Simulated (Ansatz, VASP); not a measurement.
# AlN in VASP and in Ansatz

```
CELL_PARAMETERS angstrom
3.10670 0.00000 0.00000
-1.55335 2.69048 0.00000
0.00000 0.00000 4.97853
ATOMIC_POSITIONS crystal
Al 0.33333 0.66667 0.00019
Al 0.66667 0.33333 0.50019
N 0.33333 0.66667 0.38181
N 0.66667 0.33333 0.88181
```

Alike in both runs: functional r2SCAN; k mesh 9 × 9 × 6; no spin polarisation.

Ansatz relaxed the structure, and its values are those at the end. VASP's run is a single point on that final structure, the one shown.

|  | VASP | Ansatz |
| --- | --- | --- |
| version | VASP 6.6.1 | Ansatz 0.2.0 |
| potentials or method | VASP PAW PBE potentials, release 64 (Al, N) | scalar-relativistic, plane waves, PAW |
| plane-wave cutoff (eV) | 520 | 520 |
| occupations | gaussian, width 0.01 eV | fixed |
| valence electrons in the cell | 16 | 16 |

Ansatz gave:

* gap on the k mesh at the Fermi level (eV): 4.88
* least direct gap on the mesh (eV): 4.88
* pressure (GPa): 0.0

What did VASP give for the same quantities?

gap on the k mesh at the Fermi level (eV): 4.92; least direct gap on the mesh (eV): 4.92; pressure (GPa): -0.4.

Caveats: the PAW data sets were made with another functional, which shifts forces and pressure a little (VASP); an odd mesh through Γ misses points on the zone boundary, where band edges often lie.
